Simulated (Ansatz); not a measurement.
# MgO: an energy map of one atom

The task, for MgO: map the energy of atom 2 (O) over a plane.

The COD cell was measured well above room temperature, so it is larger than a cold one.

Computed with Ansatz 0.2.0 (DFT r2SCAN, scalar-relativistic, plane waves, PAW, unless a step's input says otherwise).

## 1. The starting structure

Symmetry: Fm-3m, No. 225, cubic system. The conventional cell has a = 4.270 Å, b = 4.270 Å, c = 4.270 Å, α = 90.00°, β = 90.00°, γ = 90.00°. Mg (site symmetry m-3m) has 6 O at 2.14 Å as nearest neighbours. O (site symmetry m-3m) has 6 Mg at 2.14 Å as nearest neighbours.

Coordinates:

```cif
data_structure
_symmetry_space_group_name_H-M 'Fm-3m'
_symmetry_Int_Tables_number 225
_cell_length_a 4.2703
_cell_length_b 4.2703
_cell_length_c 4.2703
_cell_angle_alpha 90.000
_cell_angle_beta 90.000
_cell_angle_gamma 90.000
_cell_volume 77.87
loop_
_atom_site_label
_atom_site_type_symbol
_atom_site_symmetry_multiplicity
_atom_site_Wyckoff_symbol
_atom_site_fract_x
_atom_site_fract_y
_atom_site_fract_z
_atom_site_occupancy
Mg1 Mg 4 a 0.00000 0.00000 0.00000 1
O1 O 4 b 0.50000 0.00000 0.00000 1
```

The cell is taken as given, not relaxed at this level.

## 2. Zero of the scan

Contents of input.yaml:

```yaml
crystal:
  lattice:
    - [0.0, 2.13515, 2.13515]
    - [2.13515, 0.0, 2.13515]
    - [2.13515, 2.13515, 0.0]
  atoms:
    - { symbol: Mg, position: [0.0, 0.0, 0.0] }
    - { symbol: O, position: [0.5, 0.5, 0.5] }
basis:
  ecutwfc: 500
kpoints:
  mp_grid: { grid: [10, 10, 10] }
hamiltonian:
  xc: r2scan
scf:
  occupations: { method: gaussian, width: 0.05 }
output:
  forces: true
  stress: true
  eigenvalues: true
```

Run with:

```sh
$ ansatz run input.yaml --threads 1 --pin off --max-ram 2560MiB --backend cpu --events-out ev --progress --plain --runs-dir out
```

## 3. The scan: an energy map of one atom

Atom 2 (O) is moved by p along (1.000, 0.000, 0.000) and q along (0.000, 0.000, 1.000) (Å), all else fixed; its images in the other cells move with it. Points alike by symmetry are run once.

## 4. At p = -0.200, q = -0.200

input.yaml: that of step 2 with these lines changed.

```diff
@@ -7,3 +7,3 @@
     - { symbol: Mg, position: [0.0, 0.0, 0.0] }
-    - { symbol: O, position: [0.5, 0.5, 0.5] }
+    - { symbol: O, position: [0.5, 0.4063297661, 0.5] }
 basis:
```

## 5. p = -0.200, q = 0.000

input.yaml: that of step 4 with these lines changed.

```diff
@@ -7,3 +7,3 @@
     - { symbol: Mg, position: [0.0, 0.0, 0.0] }
-    - { symbol: O, position: [0.5, 0.4063297661, 0.5] }
+    - { symbol: O, position: [0.546835117, 0.453164883, 0.453164883] }
 basis:
```

## 6. At p = -0.200, q = -0.100

input.yaml: that of step 5 with these lines changed.

```diff
@@ -7,3 +7,3 @@
     - { symbol: Mg, position: [0.0, 0.0, 0.0] }
-    - { symbol: O, position: [0.546835117, 0.453164883, 0.453164883] }
+    - { symbol: O, position: [0.5234175585, 0.4297473245, 0.4765824415] }
 basis:
```

## 7. Point p = -0.100, q = 0.000

input.yaml: that of step 6 with these lines changed.

```diff
@@ -7,3 +7,3 @@
     - { symbol: Mg, position: [0.0, 0.0, 0.0] }
-    - { symbol: O, position: [0.5234175585, 0.4297473245, 0.4765824415] }
+    - { symbol: O, position: [0.5234175585, 0.4765824415, 0.4765824415] }
 basis:
```

## 8. Point p = -0.100, q = -0.100

input.yaml: that of step 7 with these lines changed.

```diff
@@ -7,3 +7,3 @@
     - { symbol: Mg, position: [0.0, 0.0, 0.0] }
-    - { symbol: O, position: [0.5234175585, 0.4765824415, 0.4765824415] }
+    - { symbol: O, position: [0.5, 0.453164883, 0.5] }
 basis:
@@ -20 +20,5 @@
   eigenvalues: true
+  write_density: true
+  write_potential: true
+  elf: true
+  volumetric_format: npy
```

(Steps that only read results are left out.)

Before running it: what results should come out? Wanted: highest point; lowest point away from the origin.

**Answer**, as computed:

| quantity | value |
| --- | --- |
| highest point | 0.190 eV/cell at (p, q) = (-0.200, -0.200) |
| lowest point away from the origin | 0.023 eV/cell at (-0.100, 0.000) |

**Reading.** No computed point lies below the origin. Read as harmonic, the points at ±0.100 Å give force constants of 4.64 eV/Å² along p and 4.64 eV/Å² along q, so the site is nearly isotropic in this plane. The gap on the mesh runs from 5.19 to 5.22 eV over the map.

These are semilocal Kohn-Sham gaps, which aren't the measured quantity. Such gaps usually fall short of the measured ones.
